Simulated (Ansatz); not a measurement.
Abridged Ansatz (a first-principles code) output:

```
Relaxation: its limit of steps is 60 (relax.max_steps)
Pseudopotential: Sb, paw, valence charge 15
Pseudopotential: Al, paw, valence charge 3
Crystal: 2 atoms, lattice volume = 46.522 Å³
Basis set: ecut = 420 eV, 941 PW (Γ), exchange–correlation on 54×54×54 points (8 copies of the dense FFT grid, shifted against one another)
Bands: 13, of which v1, the nominal top of the filled ones, is band 9 counted from 1 (8 counted from 0)
Symmetry: 24 space group operations
k-points: 84 of 2197 (time reversal used)
Functional: x = pbe(κ = 0.804, μ = 0.2195149727645171), c = pbe(β = 0.06672455060314922)
SCF iter   1: F=—  HF=-7021.743139 eV  |F-HF|=—  |Δ(HF+E_count)|=         —  Δρ=3.56e-2  dr2=5.45e-1  ethr=3.10e-3  ⟨swp⟩=6.2  Hψ=7497  notcnv=0
SCF iter   2: F=—  HF=-7021.664049 eV  |F-HF|=—  |Δ(HF+E_count)|=   7.91e-2  Δρ=1.63e-2  dr2=9.79e-2  ethr=3.03e-3  ⟨swp⟩=2.0  Hψ=2064  notcnv=0
SCF 1 converged in 7 iterations: F = -7021.654183 eV  dr2 = 1.89e-9
relax step   1: F+E_penalty+E_count = -7021.65418315 eV  Δ(F+E_penalty+E_count) = +0.000e0 eV  max|allowed force component| = 1.295e-16 eV/Å  Δτ_max = 0.0000 Å  P = +22.500 GPa  Ω = 46.522 Å³  (7 SCF iters, dr2 threshold 1.00e-7 eV, accepted)
[... steps on the carried basis left out ...]
relax step   5: F+E_penalty+E_count = -7021.27591786 eV  Δ(F+E_penalty+E_count) = +2.337e-4 eV  max|allowed force component| = 6.245e-17 eV/Å  Δτ_max = 0.0000 Å  P = +29.986 GPa  Ω = 44.200 Å³  stress off target by 1.38e-2 GPa  SCF on the basis re-selected at this cell (its energy is not comparable with the rows above)  (5 SCF iters)
SCF converged after 5 iterations
Free energy (F): -7021.275918 eV
Internal energy: -7021.275907 eV  (E = F + TS)
E sigma→0 (E₀):  -7021.275912 eV
Entropy (-TS):   -0.000011 eV (-0.005 meV/atom)
Fermi energy:    10.076900 eV
--- Forces (eV/Å), atoms counted from 1 ---
  atom   1  Sb     0.00000000    -0.00000000    -0.00000000
  atom   2  Al    -0.00000000     0.00000000     0.00000000
--- Stress (GPa, compression-positive) ---
       29.986150       0.000000      -0.000000
        0.000000      29.986150       0.000000
       -0.000000       0.000000      29.986150
  P = ⅓ Tr σ = 29.9862 GPa (299.862 kbar)
--- Relaxed structure (4 steps of the walk, 4 accepted, 1 SCFs on fresh bases) ---
  cell:  # Å, volume = 44.2004 Å³
    - [-4.28016394816461e-33, 2.8062864015175957, 2.8062864015175957]
    - [2.8062864015175957, 7.133495442650492e-33, 2.8062864015175957]
    - [2.8062864015175957, 2.8062864015175957, 9.171644256327171e-33]
  atoms:
    - { symbol: Sb, position: [0.7499999999999999, 0.7499999999999999, 0.7499999999999999] }
    - { symbol: Al, position: [1.0260757809806525e-33, -7.1122513037837e-34, -1.3577934307223429e-33] }
```

Q: What was computed, and what are the main results?

A: AlSb, 2 atoms in the cell, with Ansatz, PBE, PAW, cutoff 420 eV, no SOC, earlier PAW set, from a series relaxed to a target (pressure 30 GPa). The last SCF converged to F = -7021.275918 eV, or -3510.6380 eV per atom, at a pressure of 29.99 GPa. The total energy compares only with runs of the same code, potentials and settings.

Spin-orbit coupling, missing from the scalar runs, can matter with Sb. Load acts through the strain it causes; cell and atoms are relaxed under it. Stability against distortions was not tested. Measured, AlSb leaves this structure (for a Cmcm phase) near 8.1 GPa (temperature not stated; as listed in Datta, Sujoy, Jana, Debnarayan, arXiv (2020)), on rising pressure, with hysteresis. The cell was made from AlSb in the zinc blende structure (space group F-43m, No. 216) by this change: pressure 30 GPa.

Keys are those of Ansatz 0.2.
